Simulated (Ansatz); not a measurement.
# Ruthenium, hcp under PBE: from relaxation to bulk modulus, part 2 of 2

Aim: take ruthenium in the hcp structure, relax it, solve it on a dense k-mesh, switch on spin-orbit coupling, then scale the cell to 7 volumes from 88 to 112 % of the relaxed one and try a fit of the equation of state. The k-meshes are 13×13×8 for the relaxation; 22×22×12 for the dense run; 13×13×7 for spin-orbit coupling; 22×22×12 for the volumes. The starting cell is the deposited one, from the Crystallography Open Database.

Ansatz 0.2.0; DFT, PBE, plane waves (420 eV) with PAW, scalar-relativistic. Earlier steps stand in the parts before.

## 4. A two-component run at the same geometry

Contents of input.yaml:

```yaml
crystal:
  lattice:
    - [2.7235595773, 0.0, 0.0]
    - [-1.3617797886, 2.3586717827, 0.0]
    - [0.0, 0.0, 4.2890849677]
  atoms:
    - { symbol: Ru, position: [0.3333333333, 0.6666666667, 0.25] }
    - { symbol: Ru, position: [0.6666666667, 0.3333333333, 0.75] }
hamiltonian:
  xc: pbe
  pseudopotentials:
    kind: paw_fr
    azcp:
      Ru: "pseudopotentials/Ru.paw.azcp"
basis:
  ecutwfc: 420
  fft_grid_basis: typed
kpoints:
  mp_grid: { grid: [13, 13, 7], shift: [0, 0, 0] }
magnetization:
  noncollinear: true
  spin_orbit: true
scf:
  occupations: { method: fermi_dirac, width: 0.1 }
```

Output, cut to the lines that bear on the results:

```text
[...]
Pseudopotentials: kind: paw_fr
Pseudopotential: Ru, paw_fr, valence charge 16, recommended cutoff 420 eV (normal), <dir>
Functional definition: PBE
[...]
non-collinear run that drives no moment, with spin-orbit: no starting moment large enough to seed its density (crystal.atoms[].spin), no starting occupations that ask for one, no magnetisation constraint and no magnetic field, so the semilocal B_xc is pinned to zero
Crystal: 2 atoms, lattice volume = 27.553 Å³
Basis set: ecut = 420 eV, 537 PW (Γ)
Bands: 40, of which v1, the nominal top of the filled ones, is band 32 counted from 1 (31 counted from 0)
Symmetry: 24 space group operations + 24 with time reversal
Magnetic group: BNS 194.264 (UNI 1494), of the structure as read, at distance tolerance 3.0e-5 Å
k-points: 84 of 1183
Projection manifold: j_resolved (fully-relativistic pseudo-atomic orbitals)
[...]
SCF iter   1: F=—  HF=-11761.826850 eV  |F-HF|=—  |Δ(HF+E_count)|=         —  Δρ=1.22e-1  dr2=4.03e0  dr2_m=0.00e0 (ungated)  ethr=3.10e-3  |M|=0.00e0 ∫|m|=0.00e0 μB  |m|>n=0.0e0 m-floor=0.0e0 τ_xc=0.0e0  β_m=0.30  ⟨swp⟩=7.8  Hψ=8020  notcnv=0
[...]
SCF iter   7: F=-11760.546100 eV  HF=-11760.546100 eV  |F-HF|=1.20e-9  |Δ(HF+E_count)|=   9.27e-9  Δρ=3.90e-6  dr2=2.27e-9  dr2_m=0.00e0 (ungated)  ethr=1.19e-10  |M|=0.00e0 ∫|m|=0.00e0 μB  |m|>n=0.0e0 m-floor=0.0e0 τ_xc=0.0e0  ⟨swp⟩=1.5  Hψ=4973  notcnv=0
[...]
SCF converged after 7 iterations
Magnetization: |M| = 0.0000 μB,  M = (+0.0000, +0.0000, +0.0000) μB
Absolute magnetization: 0.0000 μB (∫|m|)
  site 0: m = (+0.0000, +0.0000, +0.0000) μB, |m| = 0.0000 μB  (R = 1.10 Å)
  site 1: m = (+0.0000, +0.0000, +0.0000) μB, |m| = 0.0000 μB  (R = 1.10 Å)
Free energy (F): -11760.546100 eV
[...]
E sigma→0 (E₀):  -11760.515951 eV
Entropy (-TS):   -0.060297 eV (-30.149 meV/atom)
Fermi energy:    23.145736 eV
[...]
```

It took 14 s on 1 thread of an x86-64 CPU, shared host; peak memory 0.55 GiB.

With and without spin-orbit coupling:

|  | scalar-relativistic | with spin-orbit coupling |
| --- | --- | --- |
| k-mesh | 22×22×12 | 13×13×7 |
| gap on the mesh | none (levels filled in part) | none (levels filled in part) |

The meshes differ, so small differences between the columns need not come from spin-orbit coupling.

## 5. Equation of state: 88 %

Contents of input.yaml:

```yaml
crystal:
  lattice:
    - [2.6099434881, 0.0, 0.0]
    - [-1.304971744, 2.2602773632, 0.0]
    - [0.0, 0.0, 4.1101613765]
  atoms:
    - { symbol: Ru, position: [0.3333333333, 0.6666666667, 0.25] }
    - { symbol: Ru, position: [0.6666666667, 0.3333333333, 0.75] }
hamiltonian:
  xc: pbe
  pseudopotentials:
    kind: paw
    azcp:
      Ru: "pseudopotentials/Ru.paw.azcp"
basis:
  ecutwfc: 420
  fft_grid_basis: typed
kpoints:
  mp_grid: { grid: [22, 22, 12], shift: [0, 0, 0] }
magnetization:
  spin_polarized: false
scf:
  occupations: { method: fermi_dirac, width: 0.1 }
output:
  stress: true
```

Output, cut to the lines that bear on the results:

```text
[...]
[... 3 set-up lines as earlier in the session ...]
[...]
Crystal: 2 atoms, lattice volume = 24.247 Å³
Basis set: ecut = 420 eV, 487 PW (Γ)
Bands: 20, of which v1, the nominal top of the filled ones, is band 16 counted from 1 (15 counted from 0)
[... 1 set-up line as earlier in the session ...]
Space group: P63/mmc (ITA 194), of the structure as read, at distance tolerance 2.9e-5 Å
k-points: 364 of 5808
[...]
SCF iter   1: F=—  HF=-11756.911517 eV  |F-HF|=—  |Δ(HF+E_count)|=         —  Δρ=7.47e-3  dr2=3.20e-3  ethr=1.77e-3  ⟨swp⟩=5.0  Hψ=67494  notcnv=0  defer=48
[...]
SCF iter   6: F=-11756.912600 eV  HF=-11756.912600 eV  |F-HF|=1.44e-10  |Δ(HF+E_count)|=   6.68e-9  Δρ=4.38e-6  dr2=6.42e-10  ethr=1.10e-10  ⟨swp⟩=2.0  Hψ=25246  notcnv=0
[...]
SCF converged after 6 iterations
Free energy (F): -11756.912600 eV
[...]
E sigma→0 (E₀):  -11756.891030 eV
Entropy (-TS):   -0.043140 eV (-21.570 meV/atom)
Fermi energy:    26.987561 eV
[...]
--- Stress (GPa, compression-positive) ---
       52.503624       0.000000       0.000000
        0.000000      52.503624      -0.000000
        0.000000      -0.000000      57.165616
  P = ⅓ Tr σ = 54.0576 GPa (540.576 kbar)
```

Run time: 15 s. Hardware: 1 thread of an x86-64 CPU, shared host; peak memory 0.64 GiB.

## 6. Equation of state: 92 %

Edit input.yaml of step 5 so:

```diff
@@ -2,5 +2,5 @@
   lattice:
-    - [2.6099434881, 0.0, 0.0]
-    - [-1.304971744, 2.2602773632, 0.0]
-    - [0.0, 0.0, 4.1101613765]
+    - [2.6489036124, 0.0, 0.0]
+    - [-1.3244518062, 2.2940178205, 0.0]
+    - [0.0, 0.0, 4.1715161143]
   atoms:
```

Output, cut to the lines that bear on the results:

```text
[...]
[... 3 set-up lines as earlier in the session ...]
[...]
Crystal: 2 atoms, lattice volume = 25.349 Å³
Basis set: ecut = 420 eV, 511 PW (Γ)
Bands: 20, of which v1, the nominal top of the filled ones, is band 16 counted from 1 (15 counted from 0)
[... 2 set-up lines as earlier in the session ...]
k-points: 364 of 5808
[...]
SCF iter   1: F=—  HF=-11757.202445 eV  |F-HF|=—  |Δ(HF+E_count)|=         —  Δρ=7.02e-3  dr2=2.62e-3  ethr=1.77e-3  ⟨swp⟩=5.0  Hψ=67185  notcnv=0  defer=70
[...]
SCF iter   6: F=-11757.204595 eV  HF=-11757.204595 eV  |F-HF|=1.36e-10  |Δ(HF+E_count)|=   1.23e-9  Δρ=3.40e-6  dr2=3.68e-10  ethr=3.60e-11  ⟨swp⟩=2.0  Hψ=24959  notcnv=0
[...]
SCF converged after 6 iterations
Free energy (F): -11757.204595 eV
[...]
E sigma→0 (E₀):  -11757.181427 eV
Entropy (-TS):   -0.046335 eV (-23.168 meV/atom)
Fermi energy:    25.587357 eV
[...]
--- Stress (GPa, compression-positive) ---
       30.680867       0.000000      -0.000000
        0.000000      30.680867       0.000000
       -0.000000       0.000000      33.751081
  P = ⅓ Tr σ = 31.7043 GPa (317.043 kbar)
```

It took 14 s on 1 thread of an x86-64 CPU, shared host; peak memory 0.64 GiB.

## 7. Equation of state: 96 %

Edit input.yaml of step 6 so:

```diff
@@ -2,5 +2,5 @@
   lattice:
-    - [2.6489036124, 0.0, 0.0]
-    - [-1.3244518062, 2.2940178205, 0.0]
-    - [0.0, 0.0, 4.1715161143]
+    - [2.6867502059, 0.0, 0.0]
+    - [-1.3433751029, 2.3267939319, 0.0]
+    - [0.0, 0.0, 4.231117254]
   atoms:
```

Output, cut to the lines that bear on the results:

```text
[...]
[... 3 set-up lines as earlier in the session ...]
[...]
Crystal: 2 atoms, lattice volume = 26.451 Å³
Basis set: ecut = 420 eV, 537 PW (Γ)
Bands: 20, of which v1, the nominal top of the filled ones, is band 16 counted from 1 (15 counted from 0)
[... 2 set-up lines as earlier in the session ...]
k-points: 364 of 5808
[...]
SCF iter   1: F=—  HF=-11757.356637 eV  |F-HF|=—  |Δ(HF+E_count)|=         —  Δρ=6.68e-3  dr2=2.37e-3  ethr=1.77e-3  ⟨swp⟩=5.0  Hψ=67071  notcnv=0  defer=68
[...]
SCF iter   6: F=-11757.359404 eV  HF=-11757.359404 eV  |F-HF|=1.07e-10  |Δ(HF+E_count)|=   4.50e-8  Δρ=1.48e-6  dr2=1.02e-10  ethr=1.02e-10  ⟨swp⟩=2.3  Hψ=28695  notcnv=0
[...]
SCF converged after 6 iterations
Free energy (F): -11757.359404 eV
[...]
E sigma→0 (E₀):  -11757.334535 eV
Entropy (-TS):   -0.049737 eV (-24.869 meV/atom)
Fermi energy:    24.300949 eV
[...]
--- Stress (GPa, compression-positive) ---
       13.394353       0.000000       0.000000
       -0.000000      13.394353       0.000000
        0.000000       0.000000      15.189313
  P = ⅓ Tr σ = 13.9927 GPa (139.927 kbar)
```

Run time: 13 s. Hardware: 1 thread of an x86-64 CPU, shared host; peak memory 0.64 GiB.

## 8. Equation of state: 100 %

Edit input.yaml of step 7 so:

```diff
@@ -2,5 +2,5 @@
   lattice:
-    - [2.6867502059, 0.0, 0.0]
-    - [-1.3433751029, 2.3267939319, 0.0]
-    - [0.0, 0.0, 4.231117254]
+    - [2.7235595773, 0.0, 0.0]
+    - [-1.3617797886, 2.3586717827, 0.0]
+    - [0.0, 0.0, 4.2890849677]
   atoms:
```

Output, cut to the lines that bear on the results:

```text
[...]
[... 3 set-up lines as earlier in the session ...]
[...]
Crystal: 2 atoms, lattice volume = 27.553 Å³
Basis set: ecut = 420 eV, 537 PW (Γ)
Bands: 20, of which v1, the nominal top of the filled ones, is band 16 counted from 1 (15 counted from 0)
[... 2 set-up lines as earlier in the session ...]
k-points: 364 of 5808
[...]
SCF iter   1: F=—  HF=-11757.402445 eV  |F-HF|=—  |Δ(HF+E_count)|=         —  Δρ=6.38e-3  dr2=2.24e-3  ethr=1.77e-3  ⟨swp⟩=5.0  Hψ=66701  notcnv=0  defer=73
[...]
SCF iter   6: F=-11757.405537 eV  HF=-11757.405537 eV  |F-HF|=1.29e-10  |Δ(HF+E_count)|=   1.65e-7  Δρ=2.00e-6  dr2=2.40e-10  ethr=1.89e-10  ⟨swp⟩=3.0  Hψ=31007  notcnv=0
[...]
SCF converged after 6 iterations
Free energy (F): -11757.405537 eV
[...]
E sigma→0 (E₀):  -11757.378871 eV
Entropy (-TS):   -0.053332 eV (-26.666 meV/atom)
Fermi energy:    23.115209 eV
[...]
--- Stress (GPa, compression-positive) ---
       -0.289581       0.000000       0.000000
        0.000000      -0.289581       0.000000
        0.000000       0.000000       0.481952
  P = ⅓ Tr σ = -0.0324 GPa (-0.324 kbar)
```

It took 17 s on 1 thread of an x86-64 CPU, shared host; peak memory 0.65 GiB.

## 9. Equation of state: 104 %

Edit input.yaml of step 8 so:

```diff
@@ -2,5 +2,5 @@
   lattice:
-    - [2.7235595773, 0.0, 0.0]
-    - [-1.3617797886, 2.3586717827, 0.0]
-    - [0.0, 0.0, 4.2890849677]
+    - [2.7593999976, 0.0, 0.0]
+    - [-1.3796999988, 2.3897104971, 0.0]
+    - [0.0, 0.0, 4.3455267688]
   atoms:
```

Output, cut to the lines that bear on the results:

```text
[...]
[... 3 set-up lines as earlier in the session ...]
[...]
Crystal: 2 atoms, lattice volume = 28.655 Å³
Basis set: ecut = 420 eV, 573 PW (Γ)
Bands: 20, of which v1, the nominal top of the filled ones, is band 16 counted from 1 (15 counted from 0)
[... 1 set-up line as earlier in the session ...]
Space group: P63/mmc (ITA 194), of the structure as read, at distance tolerance 3.1e-5 Å
k-points: 364 of 5808
[...]
SCF iter   1: F=—  HF=-11757.362430 eV  |F-HF|=—  |Δ(HF+E_count)|=         —  Δρ=6.11e-3  dr2=2.17e-3  ethr=1.77e-3  ⟨swp⟩=5.0  Hψ=66154  notcnv=0  defer=65
[...]
SCF iter   6: F=-11757.365688 eV  HF=-11757.365688 eV  |F-HF|=9.28e-11  |Δ(HF+E_count)|=   2.25e-7  Δρ=1.76e-6  dr2=2.06e-10  ethr=1.88e-10  ⟨swp⟩=2.7  Hψ=30610  notcnv=0
[...]
SCF converged after 6 iterations
Free energy (F): -11757.365688 eV
[...]
E sigma→0 (E₀):  -11757.337131 eV
Entropy (-TS):   -0.057113 eV (-28.557 meV/atom)
Fermi energy:    22.018985 eV
[...]
--- Stress (GPa, compression-positive) ---
      -11.099242       0.000000       0.000000
        0.000000     -11.099242       0.000000
        0.000000       0.000000     -11.150460
  P = ⅓ Tr σ = -11.1163 GPa (-111.163 kbar)
```

It took 17 s on 1 thread of an x86-64 CPU, shared host; peak memory 0.67 GiB.

## 10. Equation of state: 108 %

Edit input.yaml of step 9 so:

```diff
@@ -2,5 +2,5 @@
   lattice:
-    - [2.7593999976, 0.0, 0.0]
-    - [-1.3796999988, 2.3897104971, 0.0]
-    - [0.0, 0.0, 4.3455267688]
+    - [2.7943328199, 0.0, 0.0]
+    - [-1.3971664099, 2.4199632087, 0.0]
+    - [0.0, 0.0, 4.4005392768]
   atoms:
```

Output, cut to the lines that bear on the results:

```text
[...]
[... 3 set-up lines as earlier in the session ...]
[...]
Crystal: 2 atoms, lattice volume = 29.757 Å³
Basis set: ecut = 420 eV, 591 PW (Γ)
Bands: 20, of which v1, the nominal top of the filled ones, is band 16 counted from 1 (15 counted from 0)
[... 2 set-up lines as earlier in the session ...]
k-points: 364 of 5808
[...]
SCF iter   1: F=—  HF=-11757.254746 eV  |F-HF|=—  |Δ(HF+E_count)|=         —  Δρ=5.86e-3  dr2=2.16e-3  ethr=1.77e-3  ⟨swp⟩=5.0  Hψ=66013  notcnv=0  defer=65
[...]
SCF iter   6: F=-11757.257995 eV  HF=-11757.257995 eV  |F-HF|=4.58e-10  |Δ(HF+E_count)|=   2.68e-7  Δρ=2.63e-6  dr2=3.05e-10  ethr=1.87e-10  ⟨swp⟩=2.8  Hψ=31239  notcnv=0
[...]
SCF converged after 6 iterations
Free energy (F): -11757.257995 eV
[...]
E sigma→0 (E₀):  -11757.227458 eV
Entropy (-TS):   -0.061075 eV (-30.537 meV/atom)
Fermi energy:    21.002721 eV
[...]
--- Stress (GPa, compression-positive) ---
      -19.606215       0.000000       0.000000
        0.000000     -19.606215       0.000000
        0.000000       0.000000     -20.318622
  P = ⅓ Tr σ = -19.8437 GPa (-198.437 kbar)
```

Run time: 17 s. Hardware: 1 thread of an x86-64 CPU, shared host; peak memory 0.67 GiB.

## 11. Equation of state: 112 %

Edit input.yaml of step 10 so:

```diff
@@ -2,5 +2,5 @@
   lattice:
-    - [2.7943328199, 0.0, 0.0]
-    - [-1.3971664099, 2.4199632087, 0.0]
-    - [0.0, 0.0, 4.4005392768]
+    - [2.8284134082, 0.0, 0.0]
+    - [-1.4142067041, 2.4494778639, 0.0]
+    - [0.0, 0.0, 4.4542096794]
   atoms:
```

Output, cut to the lines that bear on the results:

```text
[...]
[... 3 set-up lines as earlier in the session ...]
[...]
Crystal: 2 atoms, lattice volume = 30.859 Å³
Basis set: ecut = 420 eV, 603 PW (Γ)
Bands: 20, of which v1, the nominal top of the filled ones, is band 16 counted from 1 (15 counted from 0)
[... 2 set-up lines as earlier in the session ...]
k-points: 364 of 5808
[...]
SCF iter   1: F=—  HF=-11757.093997 eV  |F-HF|=—  |Δ(HF+E_count)|=         —  Δρ=5.65e-3  dr2=2.23e-3  ethr=1.77e-3  ⟨swp⟩=5.0  Hψ=65909  notcnv=0  defer=74
[...]
SCF iter   6: F=-11757.097014 eV  HF=-11757.097014 eV  |F-HF|=9.99e-10  |Δ(HF+E_count)|=   3.37e-7  Δρ=3.27e-6  dr2=4.03e-10  ethr=2.16e-10  ⟨swp⟩=2.8  Hψ=31688  notcnv=0
[...]
SCF converged after 6 iterations
Free energy (F): -11757.097014 eV
[...]
E sigma→0 (E₀):  -11757.064407 eV
Entropy (-TS):   -0.065215 eV (-32.608 meV/atom)
Fermi energy:    20.058183 eV
[...]
--- Stress (GPa, compression-positive) ---
      -26.262462      -0.000000       0.000000
        0.000000     -26.262462       0.000000
        0.000000       0.000000     -27.505736
  P = ⅓ Tr σ = -26.6769 GPa (-266.769 kbar)
```

Wall time 21 s (1 thread of an x86-64 CPU, shared host); peak memory 0.67 GiB.

## 12. The equation of state

The cell was scaled evenly, with its shape and the fractional positions fixed.

| V (Å³/atom) | E − E₀ (meV/atom) | P from the stress (GPa) | P from the fit (GPa) |
| --- | --- | --- | --- |
| 12.123 | 243.9 | 54.06 | 53.94 |
| 12.674 | 98.7 | 31.70 | 31.44 |
| 13.225 | 22.1 | 13.99 | 13.71 |
| 13.777 | 0.0 | -0.03 | -0.29 |
| 14.328 | 20.8 | -11.12 | -11.37 |
| 14.879 | 75.7 | -19.84 | -20.14 |
| 15.430 | 157.2 | -26.68 | -27.06 |

A third-order Birch-Murnaghan fit gives V₀ = 13.764 Å³/atom, B₀ = 312 GPa and B₀′ = 4.9; it misses no point by more than 0.07 meV/atom.

The fit is made to E(σ → 0), while the stress belongs to the free energy F; that is one source of the offset between the two pressures.

## 13. Summary of results

What follows sums up all 2 parts.

| quantity | value |
| --- | --- |
| space group (spins left aside) | P6_3/mmc (No. 194) |
| conventional cell | a = 2.724 Å, c = 4.289 Å (c/a = 1.575) |
| volume | 13.777 Å³/atom |
| shortest distance | 2.659 Å |
| against the deposited volume | +1.6 % (13.555 Å³/atom) |
| gap on the mesh | none (levels filled in part) |
| V₀, B₀, B₀′ | 13.764 Å³/atom, 312 GPa, 4.9 |

In words: The volume comes out 1.6 % larger than measured. Zero-point motion and any thermal expansion in the deposited cell, which the calculation lacks, would widen the miss. No gap shows: it is a metal or semimetal at this level. The total energy of the spin-orbit run lies -1.6 eV/atom from the scalar one, but the two kinds of run don't share a zero of energy: only differences within one kind count. The fitted modulus is 312 GPa, among the stiffest elements; letting shape and positions relax at each volume could only lower it.
